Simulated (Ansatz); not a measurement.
All numbers below come from DFT PBE, scalar-relativistic, plane waves, PAW (Ansatz 0.2.0). All cells share a 420 eV cutoff and Γ-centred k meshes spaced at most about 0.3 Å⁻¹ (about 0.25 or finer for metals, 2π included). No spin polarisation in the final relaxations.

These are static total energies at zero pressure.

Compare these two cells of SiGe₄, each relaxed at this level.

A.

```xyz
10
Lattice="2.9965 0.0000 0.0000 -1.4983 2.5951 0.0000 0.0000 0.0000 23.6944" Properties=species:S:1:pos:R:3 pbc="T T T"
Si    0.0000    1.7300   18.9759
Si    0.0000    1.7300    4.7186
Ge    0.0000    1.7300   14.2401
Ge    0.0000    1.7300    0.0000
Ge    0.0000    1.7300    9.4544
Ge    1.4983    0.8650   16.7561
Ge    1.4983    0.8650   21.2075
Ge    1.4983    0.8650    2.4870
Ge    1.4983    0.8650    6.9384
Ge    1.4983    0.8650   11.8472
```

B.

```xyz
5
Lattice="-3.6919 3.6919 1.7561 3.6919 -3.6919 1.7561 3.6919 3.6919 -1.7561" Properties=species:S:1:pos:R:3 pbc="T T T"
Si    0.0000    0.0000    0.0000
Ge    0.0000    2.0117    1.7561
Ge    1.6802    3.6919    0.0000
Ge    2.0117    0.0000    1.7561
Ge    3.6919    1.6802    0.0000
```

Problem. Which form is favoured at zero pressure, and by what margin per atom?

Solution. B is lower, by 59 meV/atom. A has Si and Ge ordered on hcp sites, space group P-6m2 (No. 187), 18.4 Å³/atom and no gap on its mesh; B has space group I4/mmm (No. 139), 19.1 Å³/atom and no gap. Counting Ge atoms around Si (those within 1.25 times the shortest such distance or 1.15 times the sum of covalent radii; the shortest distance is added where it is long for a bond), A has Si 6 from 2.8 Å and B has Si 8. The lower one is the more open, so pressure narrows the difference. Even the lower one lies +0.34 eV/atom against the reference forms of the elements (uncorrected), so neither is stable at this level. Both come from invented guesses. A third cell relaxed alike, in P6/mmm, lies 51 meV/atom below the lower of the two.

Cells relaxed within their symmetry can be saddle points.
